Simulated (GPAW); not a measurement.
Wanted: an ASE script for a GPAW 26.7.0 run.

```yaml
Task: equation of state
Functional: TASK
Potentials_or_basis: GPAW PAW data sets (gpaw-data 1.2.1)
Cutoff: 600 eV
Basis: pw
k_mesh: 8 × 8 × 8
Occupations: fermi-dirac, width 0.05 eV
Spin: no spin polarisation
Maxiter: 150
Eos_scales: "[0.94, 0.96, 0.98, 1.0, 1.02, 1.04, 1.06]"
```

The structure of GaP lies in GaP.xyz:

```xyz
2
Lattice="0.0000000000 2.7252500000 2.7252500000 2.7252500000 0.0000000000 2.7252500000 2.7252500000 2.7252500000 0.0000000000" Properties=species:S:1:pos:R:3 pbc="T T T"
Ga     0.0000000000      0.0000000000      0.0000000000
P      4.0878750000      4.0878750000      4.0878750000
```

One way to write it, as run:

run.py

```python
from ase.eos import EquationOfState
from ase.io import Trajectory, read
from ase.units import GPa
from gpaw import GPAW, PW

atoms = read('GaP.xyz')

traj = Trajectory('eos.traj', 'w')
volumes, energies = [], []
for x in [0.94, 0.96, 0.98, 1.0, 1.02, 1.04, 1.06]:
    a = atoms.copy()
    a.set_cell(atoms.cell * x**(1 / 3), scale_atoms=True)
    calc = GPAW(mode=PW(600),
                xc='MGGA_X_TASK+LDA_C_PW',
                kpts={'size': (8, 8, 8), 'gamma': True},
                occupations={'name': 'fermi-dirac', 'width': 0.05},
                nbands=11,
                convergence={'density': 1e-05, 'energy': 1e-05},
                maxiter=150,
                txt=f'eos-{x:.2f}.txt')
    a.calc = calc
    energies.append(a.get_potential_energy(force_consistent=True))
    volumes.append(a.get_volume())
    p = -a.get_stress()[:3].mean() / GPa
    calc.write(f'eos-{x:.2f}.gpw')
    traj.write(a)
    print(f'{x:.2f} {volumes[-1]:10.4f} A^3 {energies[-1]:14.6f} eV {p:9.3f} GPa', flush=True)

v0, e0, B = EquationOfState(volumes, energies, eos='birchmurnaghan').fit()
print(f'V0 = {v0:.4f} A^3, E0 = {e0:.6f} eV, B0 = {B / GPa:.2f} GPa')
```

Potentials or basis: GPAW PAW data sets (gpaw-data 1.2.1), pw.

Run with:

```bash
$ OMP_NUM_THREADS=1 python run.py
```

Results of the run:

| Property | Result |
| --- | --- |
| Equilibrium volume | 21.49 Å³/atom (rough: see the caveat) |
| Bulk modulus | 82 GPa (rough) |

Caveat: the data sets keep Ga 3d, Li 1s and Be 1s frozen, and some such compounds lay over 1.5 % in volume off other programs; the minimum lies outside the volumes run; the PAW data sets were made with another functional, which shifts forces and pressure a little.

Wall time 3.8 min on 1 thread of Intel(R) Xeon(R) Platinum 8488C (Sapphire Rapids) (shared host), peak memory 0.55 GiB.
